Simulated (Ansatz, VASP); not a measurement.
**HfO2 in VASP and in Ansatz**

INCAR

```
SYSTEM = HfO2
PREC = Accurate
ENCUT = 520
EDIFF = 1E-7
ISMEAR = 0
SIGMA = 0.02
LREAL = .FALSE.
LASPH = .TRUE.
NELM = 60
ALGO = Normal
ISIF = 2
LWAVE = .FALSE.
LCHARG = .FALSE.
GGA = PE
NBANDS = 31
```

The input KPOINTS:

```
Automatic mesh
0
G
  6 6 4
  0 0 0
```

POSCAR

```
HfO2
1.0
    3.5801149648      0.0000000000      0.0000000000
    0.0000000000      3.5801149648      0.0000000000
    0.0000000000      0.0000000000      5.1920224651
Hf O
2 4
Direct
    0.5000000000      0.5000000000      0.5000000000
    0.0000000000      0.0000000000      0.0000000000
    0.0000000000      0.5000000000      0.6992929054
    0.5000000000      0.0000000000      0.8007070946
    0.5000000000      0.0000000000      0.3007070946
    0.0000000000      0.5000000000      0.1992929054
```

Input for Ansatz:

```yaml
crystal:
  lattice:
    - [3.5801149648, 0.0, 0.0]
    - [0.0, 3.5801149648, 0.0]
    - [0.0, 0.0, 5.1920224651]
  atoms:
    - { symbol: Hf, position: [0.5, 0.5, 0.5] }
    - { symbol: Hf, position: [0.0, 0.0, 0.0] }
    - { symbol: O, position: [0.0, 0.5, 0.6992929054] }
    - { symbol: O, position: [0.5, 0.0, 0.8007070946] }
    - { symbol: O, position: [0.5, 0.0, 0.3007070946] }
    - { symbol: O, position: [0.0, 0.5, 0.1992929054] }
basis:
  ecutwfc: 420
kpoints:
  mp_grid: { grid: [6, 6, 4] }
  band_path: { path: [VBM, CBM], npoints: 2 }
hamiltonian:
  xc: pbe
scf:
  occupations: { method: gaussian, width: 0.02 }
output:
  forces: true
  stress: true
  eigenvalues: true
checkpoint:
  read: start.run
  write: ck
  compress: false
  write_wavefunctions: false
  write_every: 100000
```

Alike in both runs: task single point; functional PBE; k mesh 6 × 6 × 4; occupations gaussian, width 0.02 eV; no spin polarisation.

|  | VASP | Ansatz |
| --- | --- | --- |
| version | VASP 6.6.1 | Ansatz 0.2.0 |
| potentials or method | VASP PAW PBE potentials, release 64 (Hf_pv, O) | scalar-relativistic, plane waves, PAW |
| plane-wave cutoff (eV) | 520 | 420 |
| valence electrons in the cell | 44 | 76 |

VASP gave:

```
gap on the k mesh at the Fermi level (eV)       : 4.65
least direct gap on the mesh (eV)               : 4.73
pressure (GPa)                                  : 1.6
largest component of the traceless stress (GPa) : 0.02
rms of the force components (eV/Å)              : 0.020
```

Problem. Which values does Ansatz return?

Solution. gap on the k mesh at the Fermi level (eV): 4.67; least direct gap on the mesh (eV): 4.74; pressure (GPa): 5.0; largest component of the traceless stress (GPa): 0.07; rms of the force components (eV/Å): 0.000.

Atom by atom the forces differ by 0.020 eV/Å (rms over components). With one functional, cell and mesh, what is left measures potentials, basis and numerics. The two sets of potentials don't hold the same shells in valence.

Caveats: spin-orbit coupling is left out, which moves the levels of the heavy elements. A k mesh can miss the band edges.
